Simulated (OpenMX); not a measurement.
The system is CdSe (Cadmoselite).

```xyz
4
Lattice="4.3000 0.0000 0.0000 -2.1500 3.7239 0.0000 0.0000 0.0000 7.0200" Properties=species:S:1:pos:R:3 pbc="T T T"
Cd    2.1500    1.2413    3.5100
Cd    0.0000    2.4826    0.0000
Se    2.1500    1.2413    6.2127
Se    0.0000    2.4826    2.7027
```

Base run:

```yaml
Program: OpenMX 3.8.5
Functional: PBE
Potentials_or_basis: OpenMX 2013 PBE set, Cd7.0-s3p2d2f1, Se7.0-s3p2d2f1, grid cutoff 500 Ry
k_mesh: 7 × 7 × 5
Occupations: fermi-dirac, width 0.05 eV
Spin: no spin polarisation
```

Its results: band gap on the k mesh 0.77 eV, direct; pressure 3.0 GPa; largest force 0.301 eV/Å.

**Question.** The run is repeated on the same cell with these changes: potentials or basis from OpenMX 2013 PBE set, Cd7.0-s3p2d2f1, Se7.0-s3p2d2f1, grid cutoff 500 Ry to OpenMX 2013 PBE set, Cd7.0-s3p2d1, Se7.0-s3p2d1, grid cutoff 500 Ry. What comes out?

**Answer.** Band gap on the k mesh 0.85 eV, direct; pressure 3.9 GPa; largest force 0.353 eV/Å.

Caveats: the basis of atomic orbitals isn't converged, which shifts pressures, moduli and gaps.
